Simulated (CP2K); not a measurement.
The system is HfC.

```
Hf C
1.0
     3.28805    0.00000    0.00000
     1.64402    2.84753    0.00000
     1.64402    0.94918    2.68468
Hf C
1 1
Direct
  0.50000 0.50000 0.50000
  0.00000 0.00000 0.00000
```

Base run:

```yaml
Program: CP2K 2026.2
Functional: LDA
Potentials_or_basis: POTENTIAL_UZH Hf GTH-PBE-q12, C GTH-PBE-q4; TZVP-MOLOPT-PBE-GTH basis
Density_cutoff: 9184 eV
k_mesh: 10 × 10 × 10
Occupations: fermi-dirac, width 0.05 eV
Spin: no spin polarisation
```

Its results: band gap on the k mesh none (metal or under the smearing width); pressure -9.1 GPa.

Question: After a change of settings the same cell gave: band gap on the k mesh none (metal or under the smearing width); pressure -6.5 GPa. Which change was it?
A. functional from LDA to optB88-vdW
B. functional from LDA to HLE16
C. functional from LDA to TPSS
D. functional from LDA to PBEsol

Answer: D.

PBEsol binds less tightly than LDA, so the same cell stands under more pressure.

Caveats: the potentials were made for another functional, which shifts forces and pressure; the basis of atomic orbitals isn't converged, which shifts pressures, moduli and gaps.

Runs at the PBE level aren't shown here.
